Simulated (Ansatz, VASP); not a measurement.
## AlN: VASP beside Ansatz

The input POSCAR:

```
AlN
1.0
    3.0608159216      0.0000000000      0.0000000000
   -1.5304079608      2.6507443444      0.0000000000
    0.0000000000      0.0000000000      5.1425804165
Al N
2 2
Direct
    0.3333333333      0.6666666667      0.0000000000
    0.6666666667      0.3333333333      0.5000000000
    0.3333333333      0.6666666667      0.3850000000
    0.6666666667      0.3333333333      0.8850000000
```

INCAR.step1

```
SYSTEM = AlN
PREC     = Accurate       ! precision mode
ENCUT    = 520            ! plane-wave cutoff, eV
ISMEAR   = 0              ! smearing method
SIGMA    = 0.05           ! smearing width, eV
LREAL    = .False.        ! projectors in reciprocal space
LASPH    = .True.         ! aspherical terms in the spheres
NELM     = 60             ! most SCF steps
NBANDS   = 16             ! bands
GGA      = PE             ! functional
ALGO     = Normal         ! electronic algorithm
EDIFF    = 1E-4           ! SCF threshold, eV
LWAVE    = .True.         ! write WAVECAR
LCHARG   = .False.        ! write CHGCAR
```

File INCAR.step2:

```
SYSTEM = AlN
PREC     = Accurate       ! precision mode
ENCUT    = 520            ! plane-wave cutoff, eV
EDIFF    = 1E-6           ! SCF threshold, eV
ISMEAR   = 0              ! smearing method
SIGMA    = 0.05           ! smearing width, eV
LREAL    = .False.        ! projectors in reciprocal space
LASPH    = .True.         ! aspherical terms in the spheres
NELM     = 60             ! most SCF steps
ALGO     = Normal         ! electronic algorithm
ISIF     = 2              ! what is computed and relaxed
LWAVE    = .False.        ! write WAVECAR
LCHARG   = .False.        ! write CHGCAR
METAGGA  = R2SCAN         ! meta-GGA
LMIXTAU  = .True.       
NBANDS   = 16             ! bands
ISTART   = 1
```

File KPOINTS:

```
regular mesh
0
Gamma
  12 12 6
  0 0 0
```

Input for Ansatz:

```yaml
crystal:
  lattice:
    - [3.0608159216, 0.0, 0.0]
    - [-1.5304079608, 2.6507443444, 0.0]
    - [0.0, 0.0, 5.1425804165]
  atoms:
    - { symbol: Al, position: [0.3333333333, 0.6666666667, 0.0] }
    - { symbol: Al, position: [0.6666666667, 0.3333333333, 0.5] }
    - { symbol: "N", position: [0.3333333333, 0.6666666667, 0.385] }
    - { symbol: "N", position: [0.6666666667, 0.3333333333, 0.885] }
basis:
  ecutwfc: 500
kpoints:
  mp_grid: { grid: [12, 12, 6] }
hamiltonian:
  xc: r2scan
scf:
  occupations: { method: gaussian, width: 0.05 }
output:
  forces: true
  stress: true
  eigenvalues: true
  write_density: true
  write_potential: true
  elf: true
  volumetric_format: npy
```

Alike in both runs: task single point; functional r2SCAN; k mesh 12 × 12 × 6; occupations gaussian, width 0.05 eV; no spin polarisation.

```csv
,VASP,Ansatz
version,VASP 6.6.1,Ansatz 0.2.0
potentials or method,"VASP PAW PBE potentials, release 64 (Al, N)","scalar-relativistic, plane waves, PAW"
plane-wave cutoff (eV),520,500
valence electrons in the cell,16,16
```

VASP gave:

* gap on the k mesh at the Fermi level (eV): 4.92
* least direct gap on the mesh (eV): 4.92
* pressure (GPa): 0.4
* largest component of the traceless stress (GPa): 13.91
* rms of the force components (eV/Å): 0.356

**Question.** Which values does Ansatz return?

**Answer.** gap on the k mesh at the Fermi level (eV): 4.88; least direct gap on the mesh (eV): 4.88; pressure (GPa): 0.8; largest component of the traceless stress (GPa): 13.75; rms of the force components (eV/Å): 0.352.

Atom by atom the forces differ by 0.004 eV/Å (rms over components).

Caveats: the PAW data sets were made with another functional, which shifts forces and pressure a little (VASP). r2SCAN opens gaps a little over a GGA but as a rule still falls short of measured ones. A k mesh can miss the band edges.
